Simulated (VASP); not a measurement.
**H: single point with PBE**

The system is H.

```xyz
2
Lattice="-1.8549 1.8549 2.2856 1.8549 -1.8549 2.2856 1.8549 1.8549 -2.2856" Properties=species:S:1:pos:R:3 pbc="T T T"
H     0.0000    0.0000    4.1958
H     0.0000    0.0000    0.3753
```

- Program: VASP 6.6.1
- Task: single point
- Functional: PBE
- Potentials or basis: VASP PAW PBE potentials, release 64 (H)
- Cutoff: 520 eV
- k mesh: 8 × 8 × 8
- Occupations: gaussian, width 0.02 eV
- Spin: no spin polarisation

| Quantity | Value |
| --- | --- |
| Pressure | -0.1 GPa |
| Largest force | 0.009 eV/Å |
| Band gap on the k mesh | 9.28 eV, indirect (least direct gap 9.75 eV) |

Forces in eV/Å, atoms in the order of the input:
```
H    0.000  0.000  0.009
H    0.000  0.000 -0.009
```

Levels at points of the mesh, in eV from the valence-band top:
```tsv
k point	band 1	band 2	band 3	band 4	band 5
(0.00, 0.00, 0.00)	-1.41	12.13	15.70	21.07	21.07
(0.50, 0.00, 0.00)	-0.47	9.28	15.48	17.12	18.58
(0.50, 0.50, 0.00)	-0.34	10.77	13.30	15.09	17.40
(0.50, 0.50, 0.50)	0.00	10.13	14.81	15.25	15.25
```

Run time: 9 s on 1 thread of Intel(R) Xeon(R) Platinum 8559C (Emerald Rapids), on a shared host, peak memory 0.14 GiB.

A k mesh can miss the band edges. PBE gaps usually lie below the measured ones, often by a third to a half.
